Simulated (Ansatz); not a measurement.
**SiC: pressure against volume**

Reference cell: a refined structure from the COD, its atoms then relaxed with PBE in this cell.

```cif
data_SiC
_symmetry_space_group_name_H-M 'Cmc2_1'
_symmetry_Int_Tables_number 36
_cell_length_a 3.0778
_cell_length_b 5.3350
_cell_length_c 15.1219
_cell_angle_alpha 90.000
_cell_angle_beta 90.000
_cell_angle_gamma 90.000
loop_
_atom_site_label
_atom_site_type_symbol
_atom_site_symmetry_multiplicity
_atom_site_Wyckoff_symbol
_atom_site_fract_x
_atom_site_fract_y
_atom_site_fract_z
Si1 Si 4 a 0.5000 0.3333 0.1423
Si3 Si 4 a 0.5000 0.9999 0.4755
Si5 Si 4 a 0.5000 0.6666 0.3088
C7 C 4 a 0.5000 0.9998 0.3502
C9 C 4 a 0.5000 0.3334 0.0173
C11 C 4 a 0.5000 0.6666 0.1838
```

One atom of each set is listed; the run and its k-mesh use a cell of 12 atoms with edges of 3.08, 3.08, 15.12 Å.

The numbers come from a DFT calculation in Ansatz (PBE, plane waves and PAW, scalar-relativistic, 420 eV cutoff, Γ-centred 16×16×3 k-points, Fermi–Dirac smearing 0.02 eV).

The cell is scaled uniformly, and the ions relax again at each size.

| V/V₀ | pressure (GPa) | gap on the k-mesh (eV) |
| --- | --- | --- |
| 0.94 | 18.9 | 2.00 |
| 0.96 | 13.2 | 2.01 |
| 0.98 | 8.0 | 2.01 |
| 1.00 | 3.2 | 2.02 |
| 1.02 | ? | ? |
| 1.04 | -5.0 | 2.02 |
| 1.06 | -8.5 | 2.02 |

**Question.** Estimate the row at V/V₀ = 1.02 and the bulk modulus.

**Answer.** pressure (GPa): -1.1; gap on the k-mesh (eV): 2.02. Worked: a parabola in ln(V/V₀) through the other 6 rows gives -1.1 GPa there. It crosses zero pressure at V/V₀ = 1.015, the equilibrium volume of this functional, where the bulk modulus is B = −dP/d ln V = 214 GPa. The shape of the cell is held, so in this non-cubic crystal both values are those of uniform scaling, and B is an upper bound to the hydrostatic one. The gap hardly moves (2.00 to 2.02 eV).

PBE gaps are too small, by a third to a half in many semiconductors; their changes with volume are better.
